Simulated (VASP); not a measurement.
As:

```
As
1.0
     4.56640    0.00000    0.00000
    -2.28320    3.95462    0.00000
     0.00000    0.00000    2.83374
As
2
Direct
  0.33333 0.66667 0.00000
  0.66667 0.33333 0.00000
```

The cell was built by a generator and needn't be a form met in nature.

- Program: VASP 6.6.1
- Task: relaxation of cell and atoms
- Functional: r2SCAN
- Potentials or basis: VASP PAW PBE potentials, release 64 (As)
- Cutoff: 600 eV
- k mesh: 7 × 7 × 9
- Occupations: gaussian, width 0.05 eV
- Spin: no spin polarisation

At the start: pressure -1.6 GPa; volume 25.59 Å³/atom.

Problem. How do energy, volume and symmetry change on relaxing?

Solution. Over 5 steps the energy falls by 5.7 meV/atom and the volume is 24.94 Å³/atom (-2.5 %); space group P6/mmm (No. 191, to 0.05 Å).

Step by step:
```tsv
step	energy change (eV)	largest force (eV/Å)	pressure (GPa)	volume (Å³)
1	0.0000	0.0002	-1.63	51.17
2	-0.0059	0.0001	0.97	49.25
3	-0.0112	0.0002	-0.15	50.02
4	-0.0114	0.0001	0.05	49.85
5	-0.0114	0.0001	0.00	49.89
```

Final structure:
```cif
data_structure
_symmetry_space_group_name_H-M 'P 1'
_symmetry_Int_Tables_number 1
_cell_length_a 4.5078
_cell_length_b 4.5078
_cell_length_c 2.8349
_cell_angle_alpha 90.000
_cell_angle_beta 90.000
_cell_angle_gamma 119.999
_cell_volume 49.89
loop_
_atom_site_label
_atom_site_type_symbol
_atom_site_fract_x
_atom_site_fract_y
_atom_site_fract_z
_atom_site_occupancy
As1 As 0.33333 0.66667 0.00000 1
As2 As 0.66667 0.33333 0.00000 1
```

Caveat: the PAW data sets were made with another functional, which shifts forces and pressure a little.
